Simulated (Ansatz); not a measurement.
Runs of Ansatz 0.2.0 on Ge. The structure is cubic, space group Fd-3m (No. 227). Conventional cell: a = 5.658 Å, b = 5.658 Å, c = 5.658 Å, α = 90.00°, β = 90.00°, γ = 90.00°. Around Ge (site symmetry -43m) lie 4 Ge at 2.45 Å. 

```csv
task,level,spin,cell,k mesh,cutoff (eV),smearing,points for each segment of the path,mesh quality,gap on the mesh (eV),pressure (GPa),relaxed volume (Å³/atom),largest force (eV/Å)
relaxation of cell and atoms,PBE0,off,relaxed,4 × 4 × 4,420,fermi-dirac 0.05 eV,-,coarse,1.47,0.0,(b),-
density of states,r2SCAN+rVV10,off,"atoms moved at random, drawn with an rms of 0.02 Å",8 × 8 × 8,500,gaussian 0.05 eV,-,not flagged,0.32,-0.2,-,0.18
single point,HSE06,"SOC, no magnetisation",as given,4 × 4 × 4,420,fermi-dirac 0.05 eV,-,coarse,(a),1.2,-,-
single point,PBE0,"SOC, no magnetisation",as given,4 × 4 × 4,420,fermi-dirac 0.05 eV,-,coarse,1.42,1.0,-,-
relaxation of cell and atoms,HSEsol,off,relaxed,4 × 4 × 4,420,fermi-dirac 0.05 eV,-,coarse,0.84,0.0,22.39,-
density of states,PBEsol+D3(BJ),off,"atoms moved at random, drawn with an rms of 0.02 Å",8 × 8 × 8,420,gaussian 0.1 eV,-,not flagged,0.10,-1.2,-,0.16
relaxation of cell and atoms,HSE06,off,relaxed,4 × 4 × 4,420,fermi-dirac 0.05 eV,-,coarse,0.79,0.0,23.00,-
band structure,PBEsol0,off,as given,4 × 4 × 4,420,gaussian 0.01 eV,4,coarse,1.46,-1.2,-,-
```

Alike in all rows: potentials or basis Ansatz PAW.

Question: Fill in the values left out.

Answer: (a) 0.77; (b) 22.92.

Caveats: some runs use coarse meshes; the PAW data sets come from PBE, with cores solved anew for the run's functional, which leaves a small shift of forces and pressure; the plane-wave basis is chosen anew once the cell has moved, so the energies of steps on either side of that aren't comparable (some runs); the thresholds are loose for stress (some runs).

A k mesh can miss the band edges, and rows without SOC leave out spin-orbit coupling on Ge.
